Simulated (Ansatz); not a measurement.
# Generalised stacking fault on (111) (glide set) of a GaP-AlP solid solution (72 atoms), the geometry as built

Zinc-blende GaP lattice (a = 5.4569 Å, the value set for the mixture), cell with z along [111], 1 x 3 x 2 periods; the third cell vector is tilted by 0.167 of 1/2[11-2] and lengthened by 0.2 Å, so the cell holds one fault (glide set); displaced by a Gaussian of 0.01 Å; 18 of 36 Ga sites given to Al at random (lattice constant by Vegard's rule between GaP and AlP).

Calculated values (Ansatz 0.2.0, Kohn-Sham DFT, revPBE, PAW (set soft_2), plane waves; cutoff 420 eV, k-mesh 5×3×2, gaussian smearing of 0.025 eV) for the geometry as built.

Cell vectors (Å):

```
6.683 0.000 0.000
0.000 11.576 0.000
1.114 0.000 19.103
```

Positions (Å):

```
1 Al 3.340 1.906 0.376
2 P 3.363 1.931 2.747
3 Ga 5.560 1.934 3.547
4 P 5.587 1.949 5.912
5 Ga 6.690 0.010 0.386
6 P 6.657 11.575 2.776
7 Al 2.234 0.003 3.540
8 P 2.222 11.575 5.902
9 Ga 4.445 0.007 6.707
10 P 4.456 11.555 9.076
11 Al 3.336 5.791 0.381
12 P 3.341 5.790 2.753
13 Ga 5.557 5.780 3.544
14 P 5.569 5.777 5.888
15 Al 6.692 3.854 0.405
16 P 6.674 3.849 2.754
17 Ga 2.225 3.860 3.536
18 P 2.232 3.855 5.917
19 Al 4.454 3.861 6.683
20 P 4.474 3.864 9.043
21 Ga 1.119 1.912 6.681
22 P 1.114 1.920 9.039
23 Ga 3.326 1.933 9.839
24 P 3.335 1.935 12.203
25 Al 5.580 1.919 12.985
26 P 5.557 1.946 15.365
27 Ga 6.683 11.564 9.848
28 P 6.674 0.004 12.187
29 Al 2.231 11.573 12.990
30 P 2.227 11.572 15.342
31 Ga 4.464 0.003 16.153
32 P 4.459 11.566 18.517
33 Ga 3.340 9.634 0.396
34 P 3.341 9.634 2.761
35 Al 5.578 9.654 3.544
36 P 5.565 9.650 5.918
37 Ga 6.684 7.722 0.403
38 P 6.686 7.729 2.758
39 Al 2.211 7.716 3.532
40 P 2.235 7.704 5.921
41 Al 4.484 7.718 6.703
42 P 4.458 7.720 9.061
43 Ga 1.125 5.780 6.677
44 P 1.117 5.787 9.083
45 Al 3.334 5.788 9.856
46 P 3.342 5.791 12.209
47 Al 5.567 5.777 13.008
48 P 5.563 5.792 15.356
49 Al 6.683 3.866 9.839
50 P 6.690 3.852 12.226
51 Al 2.230 3.878 12.984
52 P 2.239 3.854 15.394
53 Ga 4.449 3.837 16.158
54 P 4.476 3.843 18.510
55 Al 1.104 1.939 16.150
56 P 1.108 1.939 18.501
57 Al 1.094 9.624 6.701
58 P 1.112 9.658 9.047
59 Al 3.327 9.632 9.848
60 P 3.331 9.652 12.212
61 Ga 5.557 9.638 13.006
62 P 5.556 9.670 15.354
63 Ga 6.665 7.726 9.853
64 P 6.689 7.713 12.209
65 Ga 2.237 7.709 12.964
66 P 2.214 7.712 15.355
67 Ga 4.461 7.713 16.143
68 P 4.461 7.720 18.497
69 Ga 1.123 5.791 16.163
70 P 1.109 5.779 18.550
71 Al 1.133 9.664 16.126
72 P 1.112 9.643 18.523
```

Q: Give the force and the charge of every atom.

Columns: atom, q, fx, fy, fz (forces in eV/Å, q the Löwdin charge in e).

```
1 0.48 -0.011 0.309 1.371
2 -0.18 -0.372 -0.053 -0.185
3 0.07 0.157 -0.027 0.160
4 -0.10 -0.285 -0.218 -0.077
5 0.15 -0.019 -0.107 1.332
6 -0.19 0.359 0.120 -0.360
7 0.41 -0.061 0.021 -0.072
8 -0.18 -0.002 -0.300 -0.086
9 0.08 0.088 0.130 0.070
10 -0.10 -0.120 0.158 -0.121
11 0.48 -0.042 -0.131 1.155
12 -0.18 -0.143 0.054 -0.257
13 0.08 0.182 0.099 -0.136
14 -0.18 0.029 0.132 0.196
15 0.48 -0.005 -0.164 1.314
16 -0.10 0.072 0.092 -0.094
17 0.08 0.060 -0.065 0.111
18 -0.10 0.023 -0.113 -0.255
19 0.40 0.057 0.007 0.121
20 -0.27 -0.246 0.029 0.048
21 0.07 0.045 0.148 0.127
22 -0.09 -0.151 0.132 0.088
23 0.07 0.194 -0.058 -0.022
24 -0.27 0.098 0.038 0.052
25 0.41 -0.220 0.074 0.178
26 -0.18 0.179 -0.259 -0.272
27 0.07 -0.021 0.162 -0.113
28 -0.18 0.161 -0.178 0.271
29 0.41 -0.190 0.108 -0.022
30 -0.27 -0.025 0.310 0.102
31 0.09 -0.130 0.074 0.182
32 -0.22 0.030 -0.369 -1.310
33 0.16 -0.020 0.055 1.099
34 -0.27 -0.001 0.099 -0.104
35 0.41 -0.146 -0.138 0.125
36 -0.27 -0.034 0.014 -0.243
37 0.15 0.004 -0.034 1.176
38 -0.19 -0.199 -0.150 -0.064
39 0.41 0.211 -0.061 0.251
40 -0.26 0.123 0.180 -0.268
41 0.41 -0.201 -0.108 -0.025
42 -0.26 -0.188 -0.131 -0.076
43 0.07 -0.138 -0.020 0.351
44 -0.19 -0.077 0.092 -0.366
45 0.41 0.195 -0.049 -0.107
46 -0.26 0.177 -0.082 -0.099
47 0.40 0.064 0.101 -0.062
48 -0.10 0.072 -0.189 0.136
49 0.40 0.106 -0.183 0.200
50 -0.35 -0.079 0.052 -0.277
51 0.41 0.011 -0.194 0.441
52 -0.18 -0.247 0.051 -0.483
53 0.09 0.118 0.345 0.170
54 -0.35 0.059 0.165 -0.968
55 0.42 0.051 -0.197 0.093
56 -0.31 0.047 -0.224 -1.166
57 0.41 0.223 0.158 -0.084
58 -0.18 0.007 -0.232 0.054
59 0.40 0.053 0.079 0.084
60 -0.18 0.074 -0.054 -0.210
61 0.07 0.089 0.082 -0.096
62 -0.09 0.284 -0.241 0.089
63 0.07 0.219 0.010 0.025
64 -0.09 -0.176 -0.055 0.051
65 0.07 -0.150 0.120 0.397
66 -0.10 0.107 0.103 -0.128
67 0.09 -0.106 0.164 0.078
68 -0.22 0.056 -0.006 -1.126
69 0.09 -0.111 -0.017 0.228
70 -0.23 0.040 0.382 -1.436
71 0.41 -0.255 -0.211 0.449
72 -0.18 0.047 0.168 -1.603
```

 The Löwdin charges lack the electrons that the projection spills, 0.030 e an atom on average.

The r.m.s. force component is 0.339 eV/Å; the longest force, 1.61 eV/Å, acts on P72.

[Logs are printed without paths, hosts, clocks, repeated set-up lines and the standing remarks that a program may print on its own settings, such as how far it seeks lower states.]

[Hosts, paths, dates, database ids (printed as entryN), source tags and the programs' standing remarks are cut or masked in the printed files.]
